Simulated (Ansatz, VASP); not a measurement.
**CdTe: VASP beside Ansatz**

File INCAR:

```
PREC = Accurate
ENCUT = 520
EDIFF = 1E-6
ISMEAR = -1
SIGMA = 0.01
LREAL = False
LASPH = True
NELM = 80
ALGO = Normal
ISIF = 2
LWAVE = False
LCHARG = False
GGA = PS
NBANDS = 16
```

Contents of KPOINTS:

```
Automatic mesh
0
Gamma
  7 7 7
```

Contents of POSCAR:

```
CdTe
1.0
    0.0000000000      3.3464850666      3.3464850666
    3.3464850666      0.0000000000      3.3464850666
    3.3464850666      3.3464850666      0.0000000000
Cd Te
1 1
Direct
    0.0000000000      0.0000000000      0.0000000000
    0.7500000000      0.7500000000      0.7500000000
```

Input for Ansatz:

```yaml
crystal:
  lattice:
    - [0.0, 3.3464850666, 3.3464850666]
    - [3.3464850666, 0.0, 3.3464850666]
    - [3.3464850666, 3.3464850666, 0.0]
  atoms:
    - { symbol: Cd, position: [0.0, 0.0, 0.0] }
    - { symbol: Te, position: [0.75, 0.75, 0.75] }
kpoints:
  mp_grid: { grid: [7, 7, 7] }
scf:
  occupations: { method: fermi_dirac, width: 0.01 }
hamiltonian:
  xc: pbesol
  pseudopotentials: { kind: all_electron, lapw: { basis_error: 0.0005 } }
output:
  forces: true
  stress: true
  eigenvalues: true
```

Change from the starting cell: volume scaled by 1.06.

Alike in both runs: task single point; functional PBEsol; k mesh 7 × 7 × 7; occupations fermi-dirac, width 0.01 eV; no spin polarisation.

```csv
,VASP,Ansatz
version,VASP 6.6.1,Ansatz 0.2.0
potentials or method,"VASP PAW PBE potentials, release 64 (Cd, Te)","all-electron LAPW, scalar-relativistic"
plane-wave cutoff (eV),520,see its input
```

|  | VASP | Ansatz | Ansatz less VASP |
| --- | --- | --- | --- |
| gap on the k mesh at the Fermi level (eV) | 0.38 | 0.39 | +0.001 |
| pressure (GPa) | -3.0 | -3.1 | -0.11 |

Ansatz ran all-electron here, so the differences hold the error of VASP's frozen core and of both bases.

Caveats: the PAW data sets were made with another functional, which shifts forces and pressure a little (VASP); spin-orbit coupling is left out, which moves the levels of the heavy elements.
